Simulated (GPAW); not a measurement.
Runs of GPAW 26.7.0 on TiAl. It takes space group P-6m2 (No. 187, hexagonal). The conventional cell has a = 2.867 Å, b = 2.867 Å, c = 4.678 Å, α = 90.00°, β = 90.00°, γ = 120.00°. Around Ti (site symmetry -6m2) lie 6 Al at 2.87 Å and 6 Ti at 2.87 Å. Al (site symmetry -6m2) is surrounded by 6 Ti at 2.87 Å and 6 Al at 2.87 Å. The cell comes from a database or a generator and needn't be the stable form of this composition.

| task | level | potentials or basis | cell | k mesh | cutoff (eV) | optimizer | fmax | max steps | convergence | band path | gap on the mesh (eV) | pressure (GPa) | V0 of scaled cells (Å³/atom) | relaxed volume (Å³/atom) | B0 (GPa) |
| --- | --- | --- | --- | --- | --- | --- | --- | --- | --- | --- | --- | --- | --- | --- | --- |
| equation of state | LDA | the program's PAW data sets (release 1.2.1) made for this functional, pw | as given | 9 × 9 × 5 | 600 | - | - | - | - | - | - | - | (c) | - | 118 |
| relaxation of cell and atoms | PBEsol+D3 | PAW data sets generated in the run's folder for this functional, pw | relaxed | 9 × 9 × 5 | 600 | BFGS | 0.02 eV/Å | 60 | density=1e-05 forces=0.0001 | - | none | -0.1 | - | 15.68 | - |
| relaxation of cell and atoms | PBEsol+D4 | PAW data sets generated in the run's folder for this functional, pw | relaxed | 9 × 9 × 5 | 600 | BFGS | 0.02 eV/Å | 60 | density=1e-05 forces=0.0001 | - | none | 0.0 | - | (b) | - |
| band structure | LDA | the program's PAW data sets (release 1.2.1) made for this functional, pw | as given | 9 × 9 × 5 | 600 | - | - | - | - | GMKGALHA,LM,KH | - | -6.3 | - | - | - |
| relaxation of cell and atoms | PBEsol+D3(BJ)+ATM | PAW data sets generated in the run's folder for this functional, pw | relaxed | 9 × 9 × 5 | 600 | BFGS | 0.02 eV/Å | 60 | density=1e-05 forces=0.0001 | - | none | -0.1 | - | 15.63 | - |
| single point | PBEsol | PAW data sets generated in the run's folder for this functional, pw | as given | 11 × 11 × 6 | 600 | - | - | - | - | - | none | -3.0 | - | - | - |
| relaxation of cell and atoms | PBEsol | PAW data sets generated in the run's folder for this functional, pw | relaxed | 9 × 9 × 5 | 600 | BFGS | 0.02 eV/Å | 60 | density=1e-05 forces=0.0001 | - | none | 0.1 | - | 16.18 | - |
| band structure | PBEsol | PAW data sets generated in the run's folder for this functional, pw | as given | 9 × 9 × 5 | 600 | - | - | - | - | GMKGALHA,LM,KH | - | -3.0 | - | - | - |
| relaxation of cell and atoms | PBEsol+D3(BJ) | PAW data sets generated in the run's folder for this functional, pw | relaxed | 9 × 9 × 5 | 600 | BFGS | 0.02 eV/Å | 60 | density=1e-05 forces=0.0001 | - | none | -0.1 | - | (a) | - |
| optical spectrum | LDA | the program's PAW data sets (release 1.2.1) made for this functional, pw | as given | 9 × 9 × 5 | 400 | - | - | - | - | - | none | - | - | - | - |
| equation of state | PBEsol | PAW data sets generated in the run's folder for this functional, pw | as given | 11 × 11 × 6 | 600 | - | - | - | - | - | - | - | 16.27 | - | 112 |

Alike in all rows: no spin polarisation; smearing fermi-dirac 0.05 eV.

Task: Estimate the missing entries.

Result: (a) 15.52; (b) 15.97; (c) 15.76.

Caveats: later steps reuse the first step's grids (some runs); pairwise dispersion overbinds metals, which lowers pressure and volume (some runs); the cell was scaled at fixed shape and fractional positions, which overstates the stiffness of a crystal with free parameters, most of all of layers and chains (some runs); the intraband term hangs on this k mesh (some runs); the long-wavelength limit can be off by several per cent where d states take part (some runs).

A k mesh can miss the band edges.

A gap of «none» marks a metal or a gap under the smearing width.

Not every run made on this cell is shown here.
